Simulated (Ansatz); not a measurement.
# Rhodium, A15 under revPBE: relaxation and energy, part 2 of 2

Aim: take rhodium in the A15 structure, relax it, then solve it on a dense k-mesh. Spin polarisation is left out. The k-meshes are 6×6×6 for the relaxation; 7×7×7 for the dense run.

Ansatz 0.2.0; DFT, revPBE, plane waves (420 eV) with PAW, scalar-relativistic.

## (4) Outcome

This closing draws on all 2 parts.

| quantity | value |
| --- | --- |
| space group (spins left aside) | Pm-3n (No. 223) |
| conventional cell | a = 4.908 Å |
| volume | 14.782 Å³/atom |
| shortest distance | 2.454 Å |
| gap on the mesh | none (levels filled in part) |
| relative to fcc | +289 meV/atom |

**Reading.** From the guessed start the volume grew by 7.5 % in 6 steps. Against the reference form of rhodium (fcc, computed apart with the same settings) it stands 289 meV/atom higher. No gap shows: it is a metal or semimetal at this level. Relaxation kept the symmetry; phonons were not checked.
